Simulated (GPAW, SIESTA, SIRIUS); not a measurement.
Ti: 6 runs at one level of theory

```
Ti
1.0
     2.95000    0.00000    0.00000
    -1.47500    2.55477    0.00000
     0.00000    0.00000    4.68000
Ti
2
Direct
  0.66667 0.33333 0.75000
  0.33333 0.66667 0.25000
```

Alike in all runs: task single point; functional PBE; k mesh 10 × 10 × 6; occupations fermi-dirac, width 0.05 eV; no spin polarisation; no spin-orbit coupling. Pressure is positive in compression and, in plane waves, holds the error of the finite cutoff.

```
                                                                                   program and potentials  plane-wave cutoff (eV)         notes  pressure (GPa)
SIESTA, files PseudoDojo sr-pbe-0.4.1-standard, DZP (energy shift 0.003 Ry; two zetas on semicore shells)                       -  atomic basis           -1.29
                                          SIRIUS, in-house norm-conserving set, PBE (scalar relativistic)                    1177             -           -1.44
                                                                                SIRIUS, JTH 2.0 PBE (PAW)                     557             -           -1.09
                                                               GPAW, GPAW PAW data sets (gpaw-data 1.2.1)                     600             -           -2.02
                                               SIRIUS, PseudoDojo 0.5 PBE stringent (scalar relativistic)                    1152             -           -1.41
                                                                        SIRIUS, SSSP 1.3.0 PBE efficiency                     828             -           -1.49
```

The pressure spans -2.02 (GPAW, GPAW PAW data sets (gpaw-data 1.2.1)) to -1.09 GPa (SIRIUS, JTH 2.0 PBE (PAW)). Rows in atomic bases carry the error of their basis and grid, which can be large.

Differences between rows come from potentials, basis sets and numerical settings, since the functional is the same but for its coding. Runs on potential files found faulty are left out.
